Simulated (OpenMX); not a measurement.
The system is Be.

```
Be
1.0
     2.28530    0.00000    0.00000
    -1.14265    1.97913    0.00000
     0.00000    0.00000    3.58420
Be
2
Direct
  0.66667 0.33333 0.75000
  0.33333 0.66667 0.25000
```

Base run:

* Program: OpenMX 3.8.5
* Functional: PBE
* Potentials or basis: OpenMX 2013 PBE set, Be7.0-s2p1, grid cutoff 300 Ry
* k mesh: 13 × 13 × 9
* Occupations: fermi-dirac, width 0.05 eV
* Spin: no spin polarisation

Its results: pressure -2.4 GPa.

Problem. After a change of settings the same cell gave: pressure -8.2 GPa. Which change was it?
A. potentials or basis from OpenMX 2013 PBE set, Be7.0-s2p1, grid cutoff 300 Ry to OpenMX 2013 PBE set, Be7.0-s2p2, grid cutoff 300 Ry
B. functional from PBE to LDA; potentials or basis from OpenMX 2013 PBE set, Be7.0-s2p1, grid cutoff 300 Ry to OpenMX 2013 LDA set, Be7.0-s2p2, grid cutoff 300 Ry
C. potentials or basis from OpenMX 2013 PBE set, Be7.0-s2p1, grid cutoff 300 Ry to OpenMX 2013 PBE set, Be7.0-s2p2, grid cutoff 260 Ry
D. potentials or basis from OpenMX 2013 PBE set, Be7.0-s2p1, grid cutoff 300 Ry to OpenMX 2013 PBE set, Be7.0-s3p2d1, grid cutoff 300 Ry

Solution. B.

Caveats: the basis of atomic orbitals isn't converged, which shifts pressures, moduli and gaps.

Not every run made on this cell is shown here.
